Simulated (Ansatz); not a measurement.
Ionic part of the dielectric constant of NaCl at -1 GPa, mode by mode

Theory: DFT PBE, scalar-relativistic, plane waves, PAW (Ansatz 0.2.0). Plane waves to 420 eV; Γ-centred k mesh 8×8×8; fixed occupations. No spin polarisation. Phonons by linear response, acoustic sum rule imposed.

The structure is cubic, space group Fm-3m (No. 225). Conventional cell: a = 5.786 Å, b = 5.786 Å, c = 5.786 Å, α = 90.00°, β = 90.00°, γ = 90.00°. Na (site symmetry m-3m) is surrounded by 6 Cl at 2.89 Å. Cl (site symmetry m-3m) has 6 Na at 2.89 Å as nearest neighbours.

The primitive cell has V = 48.43 Å³ and ε∞,zz = 2.441. Each polar mode adds Δε = (4.92064×10⁷/V)·S/ν² along z, with S its oscillator strength in e²/amu, ν in cm⁻¹ and V in Å³.

Q: From these modes, find each Δε and ε0,zz.
| ν (cm⁻¹) | S_zz (e²/amu) |
| --- | --- |
| 131.8 | 0.08944 |

A:
```json
{"ν (cm⁻¹)": "131.8", "Δε": "5.23"}
```

The sum is 5.232, so ε0,zz = 7.67; the run's tensor has 7.67.

Q: Where do the longitudinal modes lie for a wave vector along z?

A: At 234 cm⁻¹. The Lyddane–Sachs–Teller product Π(ν_LO/ν_TO)² = 3.14 matches ε0/ε∞ = 3.14.

Cost: 1 run of about 0.45 core-minutes, on Arm Neoverse N1 (shared hosts).